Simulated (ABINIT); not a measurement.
# SnO2 (Pnnm) in ABINIT: band structure with TB-mBJ

Aim: the band structure of SnO2 with TB-mBJ.

Program: ABINIT 10.8.3 (patched build). These are calculated values, not measurements. Logs are shortened: lines on timing, memory, paths and dates and some standing lists are left out, and cuts for length are marked. The log counts tension as positive stress, the text compression.

## Step 1: The crystal as given

The structure is orthorhombic, space group Pnnm (No. 58). The conventional cell has a = 4.788 Å, b = 4.867 Å, c = 3.241 Å, α = 90.00°, β = 90.00°, γ = 90.00°. Sn (site symmetry 2/m) is surrounded by 6 O at 2.09 to 2.10 Å. O (site symmetry m) has 3 Sn at 2.09 to 2.10 Å as nearest neighbours.

The cell is a database's computed one.

## Step 2: Band structure, TB-mBJ

run.abi reads:

```
# Datasets: ground state, then fixed potential
ndtset 2

# Pseudopotentials
pp_dirpath "./"
pseudos "Sn.LDA_PW-JTH.xml, O.LDA_PW-JTH.xml"

# Structure
acell 4.788004 4.866582 3.240898 Angstrom
rprim
     1.0000000000     0.0000000000     0.0000000000
     0.0000000000     1.0000000000     0.0000000000
     0.0000000000     0.0000000000     1.0000000000
ntypat 2
znucl 50 8
natom 6
typat 1 1 2 2 2 2
xred
     0.0000000000     0.0000000000     0.0000000000
     0.5000000000     0.5000000000     0.5000000000
     0.7081450000     0.6789580000     0.0000000000
     0.2081450000     0.8210420000     0.5000000000
     0.7918550000     0.1789580000     0.5000000000
     0.2918550000     0.3210420000     0.0000000000
chkprim 0
chksymtnons 0
tolsym 1.0e-6

# Plane-wave basis
ecut 28.0
pawecutdg 50.0

# Exchange and correlation
ixc -208012
usekden 1
pawxcdev 0

# Bands and occupations
occopt 3
tsmear 0.05 eV

# SCF cycle
nstep 100
diemix 0.3
optforces 0
optstress 0

# Output
iomode 3
prtwf 0
prteig 0
prtebands 0
prtden1 1
prtkden1 1

# Dataset 1
kptopt1 1
ngkpt1 3 3 4
nshiftk1 1
shiftk1 0.0 0.0 0.0
nband1 32
tolvrs1 1.0e-7

# Dataset 2: bands along G-X-S-Y-G-Z-U-R-T-Z
iscf2 -2
getden2 1
getkden2 1
nband2 38
nbdbuf2 4
tolwfr2 1.0e-11
kptopt2 -9
ndivsm2 6
prteig2 1
prtvol2 -3
kptbounds2
     0.0000000000     0.0000000000     0.0000000000
     0.0000000000     0.0000000000     0.5000000000
     0.5000000000     0.0000000000     0.5000000000
     0.5000000000     0.0000000000     0.0000000000
     0.0000000000     0.0000000000     0.0000000000
     0.0000000000     0.5000000000     0.0000000000
     0.0000000000     0.5000000000     0.5000000000
     0.5000000000     0.5000000000     0.5000000000
     0.5000000000     0.5000000000     0.0000000000
     0.0000000000     0.5000000000     0.0000000000
```

Potentials or basis: JTH PAW LDA v2.0.

Launch:

```
$ mpirun --bind-to none -np 4 abinit run.abi > log 2>&1
```

run.abo:

```text
.Version 10.8.3 of ABINIT
 DATASET    1 : space group Pn n m (# 58); Bravais oP (primitive ortho.)
================================================================================
 Values of the parameters that define the memory need for DATASET  1.
     intxc =       0    ionmov =       0      iscf =       7    lmnmax =      18
     lnmax =       6     mgfft =      45  mpssoang =       3    mqgrid =    3001
     natom =       6  nloc_mem =       2    nspden =       1   nspinor =       1
    nsppol =       1      nsym =       8    n1xccc =       1    ntypat =       2
    occopt =       3   xclevel =       2
       mpw =        3625          nfft =       60750          nkpt =          12
Pmy_natom=         2
 PAW method is used; the additional fine FFT grid is defined by:
   mgfftf=        60    nfftf =    144000
================================================================================
================================================================================

 DATASET    2 : space group Pn n m (# 58); Bravais oP (primitive ortho.)
================================================================================
 Values of the parameters that define the memory need for DATASET  2.
     intxc =       0    ionmov =       0      iscf =      -2    lmnmax =      18
     lnmax =       6     mgfft =      45  mpssoang =       3    mqgrid =    3001
     natom =       6  nloc_mem =       2    nspden =       1   nspinor =       1
    nsppol =       1      nsym =       8    n1xccc =       1    ntypat =       2
    occopt =       3   xclevel =       2
       mpw =        3632          nfft =       60750          nkpt =          67
Pmy_natom=         2
 PAW method is used; the additional fine FFT grid is defined by:
   mgfftf=        60    nfftf =    144000
================================================================================
================================================================================

--------------------------------------------------------------------------------
------------- Echo of variables that govern the present computation ------------
--------------------------------------------------------------------------------
 -outvars: echo values of preprocessed input variables --------
            acell      9.0480162498E+00  9.1965071493E+00  6.1244096220E+00 Bohr
              amu      1.18710000E+02  1.59994000E+01
          chkprim           0
      chksymtnons           0
           diemix      3.00000000E-01
             ecut      2.80000000E+01 Hartree
           getden1          0
           getden2          1
          getkden1          0
          getkden2          1
             iscf1          7
             iscf2         -2
              ixc     -208012
           jdtset        1    2
           kptopt1          1
           kptopt2         -9
         kptrlatt        3    0    0      0    3    0      0    0    4
          kptrlen1     2.44976385E+01
          kptrlen2     3.00000000E+01
            natom           6
            nband1         32
            nband2         38
           nbdbuf1          0
           nbdbuf2          4
           ndtset           2
           ndivsm1          0
           ndivsm2          6
            ngfft          45      45      30
          ngfftdg          60      60      40
             nkpt1         12
             nkpt2         67
            nstep         100
             nsym           8
           ntypat           2
           occopt           3
        optforces           0
        optstress           0
        pawecutdg      5.00000000E+01 Hartree
         pawxcdev           0
        prtebands           0
           prteig1          0
           prteig2          1
          prtkden           1
           prtvol1          0
           prtvol2         -3
            prtwf           0
           shiftk1     0.00000000E+00  0.00000000E+00  0.00000000E+00
           shiftk2     5.00000000E-01  5.00000000E-01  5.00000000E-01
          spgroup          58
           tolsym      1.00000000E-06
           tolvrs1     1.00000000E-07
           tolvrs2     0.00000000E+00
[... 1154 lines left out ...]
  7.7319E-01  7.7319E-01

Result for kinetic energy density :

--------------------------------------------------------------------------------
 Total kinetic energy density [Ha/Bohr^3]
)     Maximum=    2.4871E+00  at reduced coord.    0.2000    0.8167    0.5000
)     Minimum=    1.6691E-03  at reduced coord.    0.5000    0.0000    0.0000
   Integrated=    5.4799E+01
--------------------------------------------------------------------------------

--- !ResultsGS
iteration_state: {dtset: 2, }
comment   : Summary of ground state results
lattice_vectors:
- [  9.0480162,   0.0000000,   0.0000000, ]
- [  0.0000000,   9.1965071,   0.0000000, ]
- [  0.0000000,   0.0000000,   6.1244096, ]
lattice_lengths: [   9.04802,    9.19651,    6.12441, ]
lattice_angles: [ 90.000,  90.000,  90.000, ] # degrees, (23, 13, 12)
lattice_volume:   5.0961302E+02
convergence: {deltae:  0.000E+00, res2:  0.000E+00, residm:  9.987E-12, diffor:  0.000E+00, }
etotal    :  -1.64058470E+02
entropy   :   0.00000000E+00
fermie    :   2.33871373E-01
cartesian_stress_tensor: null
pressure_GPa: null
xred      :
- [  0.0000E+00,   0.0000E+00,   0.0000E+00, Sn]
- [  5.0000E-01,   5.0000E-01,   5.0000E-01, Sn]
- [  7.0815E-01,   6.7896E-01,   0.0000E+00,  O]
- [  2.0814E-01,   8.2104E-01,   5.0000E-01,  O]
- [  7.9185E-01,   1.7896E-01,   5.0000E-01,  O]
- [  2.9185E-01,   3.2104E-01,   0.0000E+00,  O]
cartesian_forces: null
force_length_stats: {min: null, max: null, mean: null, }
...

 Integrated electronic density in atomic spheres:
 ------------------------------------------------
 Atom  Sphere_radius  Integrated_density
    1        2.51086         11.86343649
    2        2.51086         11.86343649
    3        1.41465          4.69599769
    4        1.41465          4.69599769
    5        1.41465          4.69599769
    6        1.41465          4.69599769

================================================================================

 ----iterations are completed or convergence reached----

 Mean square residual over all n,k,spin=   52.803E-13; max=  99.869E-13
 reduced coordinates (array xred) for    6 atoms
       0.000000000000      0.000000000000      0.000000000000
       0.500000000000      0.500000000000      0.500000000000
       0.708145000000      0.678958000000      0.000000000000
       0.208145000000      0.821042000000      0.500000000000
       0.791855000000      0.178958000000      0.500000000000
       0.291855000000      0.321042000000      0.000000000000

 cartesian coordinates (angstrom) at end:
    1      0.00000000000000     0.00000000000000     0.00000000000000
    2      2.39400200000000     2.43329100000000     1.62044900000000
    3      3.39060109258000     3.30420478155600     0.00000000000000
    4      0.99659909258000     3.99566821844400     1.62044900000000
    5      3.79140490742000     0.87091378155600     1.62044900000000
    6      1.39740290742000     1.56237721844400     0.00000000000000
 length scales=  9.048016249751  9.196507149273  6.124409622002 bohr
              =  4.788004000000  4.866582000000  3.240898000000 angstroms
 Eigenvalues (hartree) for nkpt=  67  k points:
 kpt#   1, nband= 38, wtk=  1.00000, kpt=  0.0000  0.0000  0.0000 (reduced coord)
  -0.58964   -0.55748   -0.55095   -0.55086   -0.54872   -0.54828   -0.54507   -0.54309
  -0.54048   -0.54038   -0.51646   -0.47259   -0.47144   -0.41141   -0.06533    0.06333
   0.07312    0.07752    0.10348    0.13225    0.13232    0.15642    0.15775    0.17027
   0.17062    0.19015    0.27745    0.46719    0.49401    0.50020    0.64388    0.66592
   0.68768    0.70498    0.72264    0.74061    0.81353    0.87965
 kpt#   2, nband= 38, wtk=  1.00000, kpt=  0.0000  0.0000  0.0556 (reduced coord)
  -0.58916   -0.55688   -0.55231   -0.55223   -0.54881   -0.54813   -0.54504   -0.54310
  -0.54059   -0.54049   -0.51612   -0.47065   -0.46954   -0.41220   -0.06515    0.06428
   0.07223    0.07830    0.10410    0.12430    0.13264    0.15253    0.15396    0.17076
   0.17125    0.18965    0.28436    0.46916    0.49848    0.50465    0.63376    0.67552
   0.68752    0.70468    0.72131    0.73995    0.81083    0.86943
 kpt#   3, nband= 38, wtk=  1.00000, kpt=  0.0000  0.0000  0.1111 (reduced coord)
  -0.58774   -0.55594   -0.55590   -0.55526   -0.54903   -0.54768   -0.54496   -0.54311
  -0.54085   -0.54075   -0.51503   -0.46536   -0.46434   -0.41458   -0.06459    0.06710
   0.06987    0.08054    0.10596    0.10752    0.12980    0.14279    0.14460    0.17093
   0.17185    0.18790    0.30206    0.47437    0.51115    0.51724    0.61809    0.68695
[... 371 lines left out ...]
   0.17119    0.17119    0.39548    0.39548    0.53225    0.53225    0.64912    0.64912
   0.71676    0.71676    0.72626    0.72626    0.78210    0.78210
 kpt#  66, nband= 38, wtk=  1.00000, kpt=  0.0833  0.5000  0.0000 (reduced coord)
  -0.57652   -0.57652   -0.55080   -0.55080   -0.54907   -0.54907   -0.54403   -0.54403
  -0.54058   -0.54058   -0.49639   -0.49639   -0.43785   -0.43785   -0.01021   -0.01021
   0.09921    0.09921    0.10445    0.10445    0.13200    0.13200    0.15866    0.15866
   0.17251    0.17251    0.39298    0.39298    0.53235    0.53235    0.64824    0.64824
   0.71615    0.71615    0.72742    0.72742    0.77618    0.77618
 kpt#  67, nband= 38, wtk=  1.00000, kpt=  0.0000  0.5000  0.0000 (reduced coord)
  -0.57627   -0.57627   -0.55079   -0.55079   -0.54917   -0.54917   -0.54404   -0.54404
  -0.54059   -0.54059   -0.49735   -0.49735   -0.43681   -0.43681   -0.01162   -0.01162
   0.09902    0.09902    0.10602    0.10602    0.13172    0.13172    0.15893    0.15893
   0.17298    0.17298    0.39207    0.39207    0.53234    0.53234    0.64805    0.64805
   0.71592    0.71592    0.72829    0.72829    0.77319    0.77319

== END DATASET(S) ==============================================================
================================================================================

 -outvars: echo values of variables after computation  --------
            acell      9.0480162498E+00  9.1965071493E+00  6.1244096220E+00 Bohr
           etotal1    -1.6405846989E+02
            fcart1     9.9999999999E+99  9.9999999999E+99  9.9999999999E+99
                       9.9999999999E+99  9.9999999999E+99  9.9999999999E+99
                       9.9999999999E+99  9.9999999999E+99  9.9999999999E+99
                       9.9999999999E+99  9.9999999999E+99  9.9999999999E+99
                       9.9999999999E+99  9.9999999999E+99  9.9999999999E+99
                       9.9999999999E+99  9.9999999999E+99  9.9999999999E+99
           strten1     9.9999999999E+99  9.9999999999E+99  9.9999999999E+99
                       9.9999999999E+99  9.9999999999E+99  9.9999999999E+99
           xangst      0.0000000000E+00  0.0000000000E+00  0.0000000000E+00
                       2.3940020000E+00  2.4332910000E+00  1.6204490000E+00
                       3.3906010926E+00  3.3042047816E+00  0.0000000000E+00
                       9.9659909258E-01  3.9956682184E+00  1.6204490000E+00
                       3.7914049074E+00  8.7091378156E-01  1.6204490000E+00
                       1.3974029074E+00  1.5623772184E+00  0.0000000000E+00
             xred      0.0000000000E+00  0.0000000000E+00  0.0000000000E+00
                       5.0000000000E-01  5.0000000000E-01  5.0000000000E-01
                       7.0814500000E-01  6.7895800000E-01  0.0000000000E+00
                       2.0814500000E-01  8.2104200000E-01  5.0000000000E-01
                       7.9185500000E-01  1.7895800000E-01  5.0000000000E-01
                       2.9185500000E-01  3.2104200000E-01  0.0000000000E+00
 Calculation completed.
```

It took 4.2 min on 4 MPI ranks of Arm Neoverse V2, shared host; peak memory 0.72 GiB.

What came out:

```yaml
Band_gap_on_the_k_mesh: 2.38 eV, direct
Band_gap_along_the_path: 2.38 eV, direct
Valence_electrons_inside_the_program's_atomic_spheres: Sn 11.86; O 4.70
```

Levels at the corners of the path, in eV from the valence-band top:
```csv
point,band 22,band 23,band 24,band 25,band 26,band 27,band 28,band 29,band 30,band 31
Γ,-0.92,-0.88,-0.54,-0.53,0.00,2.38,7.54,8.27,8.44,12.35
X,-2.07,-1.21,-1.21,-0.94,-0.94,7.22,7.22,11.57,11.57,12.61
S,-1.43,-0.73,-0.73,-0.52,-0.52,7.52,7.52,9.87,9.87,12.83
Y,-1.43,-0.86,-0.86,-0.38,-0.38,5.35,5.35,8.91,8.91,12.67
Γ,-0.92,-0.88,-0.54,-0.53,0.00,2.38,7.54,8.27,8.44,12.35
Z,-1.59,-0.85,-0.85,-0.47,-0.47,5.49,5.49,9.31,9.31,12.46
U,-1.15,-0.90,-0.90,-0.45,-0.45,7.43,7.43,9.61,9.61,13.26
R,-1.95,-0.71,-0.71,-0.63,-0.63,6.11,6.11,11.00,11.00,12.83
T,-1.46,-0.96,-0.96,-0.68,-0.68,5.88,5.88,9.24,9.24,12.77
Z,-1.59,-0.85,-0.85,-0.47,-0.47,5.49,5.49,9.31,9.31,12.46
```

Caveat: the k mesh is coarse (spacing up to 0.48 Å⁻¹), so the values aren't converged; the constant c of TB-mBJ comes from the pseudo density here, which moves gaps by up to 0.3 eV between sets of potentials; the PAW data sets were made with another functional, which shifts forces and pressure a little; spin-orbit coupling is left out, which moves the levels of the heavy elements.
